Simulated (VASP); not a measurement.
# Cd (R-3m) in VASP: notebook

One crystal, Cd, is run at these levels: PBEsol; tasks: single point.

Everything below comes from runs of VASP 6.6.1. Logs are shortened: lines on timing, memory, paths and dates and some standing lists are left out, and cuts for length are marked.

## Step 1: The crystal as given

It takes space group R-3m (No. 166, trigonal). Conventional cell: a = 4.747 Å, b = 4.747 Å, c = 3.305 Å, α = 90.00°, β = 90.00°, γ = 120.00°. Around Cd (site symmetry -3m) lie 8 Cd at 2.95 to 3.31 Å.

The cell was built by a generator and needn't be a form met in nature.

## Step 2: Single point, PBEsol

Input file INCAR:

```
ALGO = Normal ; EDIFF = 1E-6
ENCUT = 520 ; GGA = PS
ISIF = 2 ; ISMEAR = 0
LASPH = T ; LCHARG = T
LELF = T ; LREAL = F
LVHAR = T ; LWAVE = F
NBANDS = 12 ; NELM = 60
PREC = Accurate ; SIGMA = 0.1
```

Input file KPOINTS:

```
k-points
0
Gamma
  21 21 21
```

Input file POSCAR:

```
Cd
1.0
    2.3735072835      1.3703450690      1.1017646400
   -2.3735072835      1.3703450690      1.1017646400
    0.0000000000     -2.7406901381      1.1017646400
Cd
1
Direct
    0.5000000000      0.5000000000      0.5000000000
```

Potentials or basis: VASP PAW PBE potentials, release 64 (Cd).

The run is started by

```sh
cat potpaw_PBE.64/Cd/POTCAR > POTCAR
mpirun -np 1 vasp_std > vasp.out
```

OUTCAR:

```text
EDIFF = 1E-6
   ENCUT = 520
   GGA = PS
   ISIF = 2
   ISMEAR = 0
   LASPH = T
   LREAL = F
   NELM = 60
   PREC = Accurate

 ion  position               nearest neighbor table
   1  0.500  0.500  0.500-

  LATTYP: Found a trigonal (rhomboedric) cell.
 ALAT       =     2.9538564208
 COS(alpha) =    -0.2913155179

  Lattice vectors:

 A1 = (   2.3735072835,   1.3703450690,   1.1017646400)
 A2 = (  -2.3735072835,   1.3703450690,   1.1017646400)
 A3 = (   0.0000000000,  -2.7406901381,   1.1017646400)

Analysis of symmetry for initial positions (statically):
=====================================================================
 Subroutine PRICEL returns:
 Original cell was already a primitive cell.

 Routine SETGRP: Setting up the symmetry group for a
 trigonal (rhombohedral) supercell.

 Subroutine GETGRP returns: Found 12 space group operations
 (whereof 12 operations were pure point group operations)
 out of a pool of 12 trial point group operations.

The static configuration has the point symmetry D_3d.

Analysis of symmetry for dynamics (positions and initial velocities):
=====================================================================
 Subroutine PRICEL returns:
 Original cell was already a primitive cell.

 Routine SETGRP: Setting up the symmetry group for a
 trigonal (rhombohedral) supercell.

 Subroutine GETGRP returns: Found 12 space group operations
 (whereof 12 operations were pure point group operations)
 out of a pool of 12 trial point group operations.

The dynamic configuration has the point symmetry D_3d.

 Subroutine INISYM returns: Found 12 space group operations
 (whereof 12 operations are pure point group operations),
 and found     1 'primitive' translations

----------------------------------------------------------------------------------------

                                     Primitive cell

  volume of cell :      21.5011

  direct lattice vectors                    reciprocal lattice vectors
     2.373507283  1.370345069  1.101764640     0.210658717  0.121623867  0.302544955
    -2.373507283  1.370345069  1.101764640    -0.210658717  0.121623867  0.302544955
     0.000000000 -2.740690138  1.101764640     0.000000000 -0.243247734  0.302544955

  length of vectors
     2.953856421  2.953856421  2.953856421     0.388204727  0.388204727  0.388204727

  position of ions in fractional coordinates (direct lattice)
     0.500000000  0.500000000  0.500000000

  ion indices of the primitive-cell ions
   primitive index   ion index
                 1           1

----------------------------------------------------------------------------------------

 KPOINTS: k-points

Automatic generation of k-mesh.
 Grid dimensions read from file:
 generate k-points for:   21   21   21

 Generating k-lattice:

  Cartesian coordinates                     Fractional coordinates (reciprocal lattice)
     0.010031367  0.005791613  0.014406903     0.047619048  0.000000000  0.000000000
    -0.010031367  0.005791613  0.014406903     0.000000000  0.047619048  0.000000000
     0.000000000 -0.011583225  0.014406903     0.000000000  0.000000000  0.047619048

  Length of vectors
     0.018485939  0.018485939  0.018485939

  Shift w.r.t. Gamma in fractional coordinates (k-lattice)
     0.000000000  0.000000000  0.000000000

 Subroutine IBZKPT returns following result:
 ===========================================

 Found    891 irreducible k-points:

 Following reciprocal coordinates:
            Coordinates               Weight
  0.000000  0.000000  0.000000      1.000000
  0.047619 -0.000000  0.000000      6.000000
  0.095238  0.000000 -0.000000      6.000000
  0.142857 -0.000000 -0.000000      6.000000
  0.190476  0.000000 -0.000000      6.000000
  0.238095  0.000000 -0.000000      6.000000
[... 16 lines left out ...]
 -0.428571  0.047619  0.000000     12.000000
 -0.380952  0.047619  0.000000     12.000000
 [... further k-points ...]
   k-points           NKPTS =    891   k-points in BZ     NKDIM =    891   number of bands    NBANDS=     12
   number of dos      NEDOS =    301   number of ions     NIONS =      1
   total plane-waves  NPLWV =  13824
   dimension x,y,z NGX =    24 NGY =   24 NGZ =   24
   dimension x,y,z NGXF=    48 NGYF=   48 NGZF=   48
   ions per type =               1
   NGX,Y,Z   is equivalent  to a cutoff of  13.51, 13.51, 13.51 a.u.
   NGXF,Y,Z  is equivalent  to a cutoff of  27.01, 27.01, 27.01 a.u.
 SYSTEM =  unknown system
   PREC   = accura    normal or accurate (medium, high low for compatibility)
   ISTART =      0    job   : 0-new  1-cont  2-samecut
   ICHARG =      2    charge: 1-file 2-atom 10-const
   ISPIN  =      1    spin polarized calculation?
   LNONCOLLINEAR =      F non collinear calculations
   LSORBIT =      F    spin-orbit coupling
   LASPH  =      T    aspherical Exc in radial PAW
   ENCUT  =  520.0 eV  38.22 Ry    6.18 a.u.   5.49  5.49  5.49*2*pi/ulx,y,z
   NELM   =     60;   NELMIN=  2; NELMDL= -5     # of ELM steps
   EDIFF  = 0.1E-05   stopping-criterion for ELM
   LREAL  =      F    real-space projection
   EDIFFG = 0.1E-04   stopping-criterion for IOM
   NSW    =      0    number of steps for IOM
   IBRION =     -1    ionic relax: 0-MD 1-quasi-New 2-CG
   NFREE  =      0    steps in history (QN), initial steepest desc. (CG)
   ISIF   =      2    stress and relaxation
   ISYM   =      2    0-nonsym 1-usesym 2-fastsym
   POTIM  = 0.5000    time-step for ionic-motion
   TEBEG  =    0.0;   TEEND  =   0.0 temperature during run
   PSTRESS=    0.0 pullay stress
   NELECT =      12.0000    total number of electrons
   NUPDOWN=      -1.0000    fix difference up-down
   EMIN   =  10.00;   EMAX   =-10.00  energy-range for DOS
   EFERMI =   0.00;   METHOD = LEGACY
   ISMEAR =     0;   SIGMA  =   0.10  broadening in eV -4-tet -1-fermi 0-gaus
   EFERMI_NEDOS =   21; number of points for ismear=-14 and -15
   IALGO  =     38    algorithm
   IMIX   =      4    mixing-type and parameters
     AMIX     =   0.40;   BMIX     =  1.00
     AMIX_MAG =   1.60;   BMIX_MAG =  1.00
  volume/ion in A,a.u.               =      21.50       145.10
  Fermi-wavevector in a.u.,A,eV,Ry     =   1.347871  2.547107 24.718475  1.816757
  Thomas-Fermi vector in A             =   2.475586
   LORBIT       =      0    0 simple, 1 ext, 2 COOP (PROOUT), +10 PAW based schemes
   GGA     = PS    functional components
   LHFCALC =     F    Hartree Fock is set to
   AEXX    =    0.0000 exact exchange contribution
   IVDW    =     0    specifies the selected vdW correction
   LEPSILON=     F    determine dielectric tensor
   LRPA    =     F    only Hartree local field effects (RPA)
 non-spin polarized calculation
 Gauss-broadening in eV      SIGMA  =   0.10
  energy-cutoff  :      520.00
  volume of cell :       21.50
 maximum number of plane-waves:       599
 NGX is ok and might be reduce to    24

 number of electron      11.9999997 magnetization

 Free energy of the ion-electron system (eV)
  ---------------------------------------------------
  ext. energy  EPLUGINS =         0.00000000
  ---------------------------------------------------
  free energy    TOTEN  =        -1.13008104 eV

  energy without entropy =       -1.12859632  energy(sigma->0) =       -1.12933868

 E-fermi :   2.8362     XC(G=0): -11.2366

 val. band max:        2.8320937195   @ k =   0.4286   0.0000   0.0000
 cond. band min:       2.8576000231   @ k =   0.3333   0.3333   0.0476
 fundamental gap:      0.0255063036
 Fermi energy:         2.8362456310

 k-point     1 :       0.0000    0.0000    0.0000
  band No.  band energies     occupation
      1      -6.6785      2.00000
      2      -6.6785      2.00000
      3      -6.2842      2.00000
      4      -6.0086      2.00000
      5      -5.7217      2.00000
      6      -5.7217      2.00000
      7      16.8650      0.00000
      8      16.8650      0.00000
      9      17.3766      0.00000
     10      20.0468      0.00000
     11      20.6074      0.00000
     12      20.6074      0.00000

 k-point     2 :       0.0476   -0.0000    0.0000
  band No.  band energies     occupation
      1      -6.6831      2.00000
      2      -6.6673      2.00000
      3      -6.2573      2.00000
      4      -5.9702      2.00000
      5      -5.7261      2.00000
      6      -5.7222      2.00000
      7      16.1604      0.00000
      8      16.7537      0.00000
      9      17.1037      0.00000
     10      19.8849      0.00000
     11      20.7027      0.00000
     12      20.9434      0.00000

 k-point     3 :       0.0952    0.0000   -0.0000
  band No.  band energies     occupation
      1      -6.6966      2.00000
      2      -6.6457      2.00000
      3      -6.1920      2.00000
      4      -5.8323      2.00000
      5      -5.7348      2.00000
      6      -5.7234      2.00000
      7      14.5446      0.00000
      8      16.4521      0.00000
      9      16.7531      0.00000
     10      19.4747      0.00000
     11      20.4351      0.00000
     12      20.9418      0.00000

 k-point     4 :       0.1429   -0.0000   -0.0000
  band No.  band energies     occupation
      1      -6.7185      2.00000
      2      -6.6358      2.00000
      3      -6.1106      2.00000
      4      -5.7565      2.00000
      5      -5.7241      2.00000
      6      -5.5431      2.00000
      7      12.7443      0.00000
      8      16.0251      0.00000
      9      16.2943      0.00000
     10      18.9807      0.00000
     11      19.7754      0.00000
     12      21.3032      0.00000

 k-point     5 :       0.1905    0.0000   -0.0000
  band No.  band energies     occupation
      1      -6.7477      2.00000
      2      -6.6511      2.00000
      3      -6.0130      2.00000
      4      -5.7653      2.00000
      5      -5.7231      2.00000
      6      -5.1175      2.00000
      7      10.9332      0.00000
      8      15.5340      0.00000
      9      15.7495      0.00000
     10      18.5228      0.00000
     11      19.2087      0.00000
     12      21.7922      0.00000
[... 228 lines left out ...]
      1      -6.9227      2.00000
      2      -6.9020      2.00000
      3      -5.7403      2.00000
      4      -5.7012      2.00000
      5      -5.4319      2.00000
      6       0.3394      2.00000
      7       1.2763      2.00000
      8      12.6166      0.00000
      9      13.3451      0.00000
     10      17.5749      0.00000
     11      18.5339      0.00000
     12      25.4974      0.00000

 k-point    22 :      -0.4762    0.0476    0.0000
  band No.  band energies     occupation
      1      -6.9149      2.00000
      2      -6.8937      2.00000
      3      -5.7437      2.00000
      4      -5.7064      2.00000
      5      -5.4479      2.00000
      6      -0.3739      2.00000
      7       2.0739      2.00000
      8      12.8049      0.00000
      9      13.4487      0.00000
     10      17.5368      0.00000
     11      18.4335      0.00000
     12      25.3350      0.00000

 k-point    23 :      -0.4286    0.0476    0.0000
  band No.  band energies     occupation
      1      -6.8929      2.00000
      2      -6.8663      2.00000
      3      -5.7534      2.00000
      4      -5.7130      2.00000
      5      -5.5042      2.00000
      6      -1.4498      2.00000
      7       3.4398      0.00000
      8      13.1403      0.00000
      9      13.6779      0.00000
     10      17.5434      0.00000
     11      18.3652      0.00000
     12      24.7784      0.00000

 k-point    24 :      -0.3810    0.0476    0.0000
  band No.  band energies     occupation
      1      -6.8633      2.00000
      2      -6.8182      2.00000
      3      -5.7667      2.00000
      4      -5.7213      2.00000
      5      -5.5933      2.00000
      6      -2.4455      2.00000
      7       4.9298      0.00000
      8      13.6182      0.00000
      9      14.0281      0.00000
     10      17.5952      0.00000
     11      18.3278      0.00000
     12      23.9962      0.00000

 [... further k-points ...]
[... 5 lines left out ...]
  --------------------------------------------------------------------------------------
  -------------------------------------------------------------------------------------
  Total        0.0539730      0.0539730      0.0295397      0.0000000     -0.0000000      0.0000000
  in kB        4.0218585      4.0218585      2.2011858      0.0000000     -0.0000000      0.0000000
  external PRESSURE =       3.4149676 kB  Pullay stress =       0.0000000 kB

 VOLUME and BASIS-vectors are now :
 -----------------------------------------------------------------------------
  energy-cutoff  :      520.00
  volume of cell :       21.50
      direct lattice vectors                 reciprocal lattice vectors
     2.373507283  1.370345069  1.101764640     0.210658717  0.121623867  0.302544955
    -2.373507283  1.370345069  1.101764640    -0.210658717  0.121623867  0.302544955
     0.000000000 -2.740690138  1.101764640     0.000000000 -0.243247734  0.302544955

 POSITION                                       TOTAL-FORCE (eV/Angst)
 -----------------------------------------------------------------------------------
      0.00000     -0.00000      1.65265         0.000000      0.000000      0.000000
 -----------------------------------------------------------------------------------
    total drift:                                0.000000      0.000000     -0.000000

  FREE ENERGIE OF THE ION-ELECTRON SYSTEM (eV)
  ---------------------------------------------------
  free  energy   TOTEN  =        -1.1300810435 eV

  energy  without entropy=       -1.1285963193  energy(sigma->0) =       -1.12933868
```

Run time: 2.8 min. Hardware: 1 thread of Intel Xeon Platinum 8175M at 2.50GHz (Skylake/Cascade Lake), shared host; peak memory 0.32 GiB.

Results:

```yaml
Free_energy: -1.1301 eV
Pressure: 0.3 GPa
Band_gap_on_the_k_mesh: none (metal or under the smearing width)
```

Caveat: the PAW data sets were made with another functional, which shifts forces and pressure a little.

## Step 3: Single point, PBEsol

This run uses another cell than the first one: it holds 3 atoms, not 1.

Input file INCAR:

```
PREC     = Accurate       # precision mode
ENCUT    = 520            # plane-wave cutoff, eV
EDIFF    = 1E-6           # SCF threshold, eV
ISMEAR   = 0              # smearing method
SIGMA    = 0.1            # smearing width, eV
LREAL    = F              # projectors in reciprocal space
LASPH    = T              # aspherical terms in the spheres
NELM     = 60             # most SCF steps
ALGO     = Normal         # electronic algorithm
ISIF     = 2              # what is computed and relaxed
LWAVE    = F              # write WAVECAR
LCHARG   = F              # write CHGCAR
GGA      = PS             # functional
NBANDS   = 25             # bands
```

Input file KPOINTS:

```
regular mesh
0
Gamma
  6 6 4
```

Input file POSCAR:

```
Cd
1.0
    4.5509519461      0.0000000001      0.0000000000
   -2.2754759731      3.9412399967      0.0000000000
    0.0000000000      0.0000000000      3.7932955440
Cd
3
Direct
    0.3334055794      0.0000000000      0.3333333333
    0.0000000000      0.3334055794      0.6666666667
    0.6665944206      0.6665944206      0.0000000000
```

Potentials or basis: VASP PAW PBE potentials, release 64 (Cd).

The run is started by

```sh
cat potpaw_PBE.64/Cd/POTCAR > POTCAR
mpirun -np 1 vasp_std > vasp.out
```

Wall time 55 s (1 thread of Intel Xeon Platinum 8175M at 2.50GHz (Skylake/Cascade Lake), shared host); peak memory 0.18 GiB.

It converged, with:

* Free energy: -3.3025 eV
* Pressure: 0.3 GPa
* Band gap on the k mesh: none (metal or under the smearing width)

Stress tensor (GPa, compression positive):
```
 0.57  0.00  0.00
 0.00  0.57  0.00
 0.00  0.00 -0.09
```

Levels at points of the mesh, in eV from the Fermi level:
```tsv
k point	band 16	band 17	band 18	band 19	band 20	band 21
(0.00, 0.00, 0.00)	-8.27	2.17	2.17	2.69	2.70	2.70
(0.50, 0.00, 0.00)	-5.58	-5.58	-0.87	1.08	4.53	6.11
(0.00, 0.00, 0.50)	-5.30	-5.30	3.42	3.42	5.02	5.65
(0.50, 0.00, 0.50)	-2.57	-2.57	-2.51	-2.18	2.89	2.89
```

Caveat: the k mesh is coarse (spacing up to 0.41 Å⁻¹), so the values aren't converged; the PAW data sets were made with another functional, which shifts forces and pressure a little.
